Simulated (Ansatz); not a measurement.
## CuAu in Ansatz: the effect of functional

The system is CuAu.

```xyz
2
Lattice="2.8477 0.0000 0.0000 0.0000 2.8477 0.0000 0.0000 0.0000 3.7335" Properties=species:S:1:pos:R:3 pbc="T T T"
Au    0.0000    0.0000    0.0000
Cu    1.4239    1.4239    1.8667
```

The cell isn't the ideal one: volume scaled by 1.04.

Alike in all runs:

* Program: Ansatz 0.2.0
* Task: single point
* Potentials or basis: Ansatz PAW
* k mesh: 9 × 9 × 7
* Occupations: fermi-dirac, width 0.05 eV
* Spin: no spin polarisation

| functional | cutoff | pressure (GPa) |
| --- | --- | --- |
| LDA | 420 eV (not typed: the program's choice for these potentials) | -14.1 |
| r2SCAN | 500 eV (not typed: the program's choice for these potentials) | -5.9 |
| PBE | 420 eV (not typed: the program's choice for these potentials) | ? |

What does the run with functional PBE give?

Pressure -1.4 GPa.

Caveats: the PAW data sets come from PBE, with cores solved anew for the run's functional, which leaves a small shift of forces and pressure (some runs).
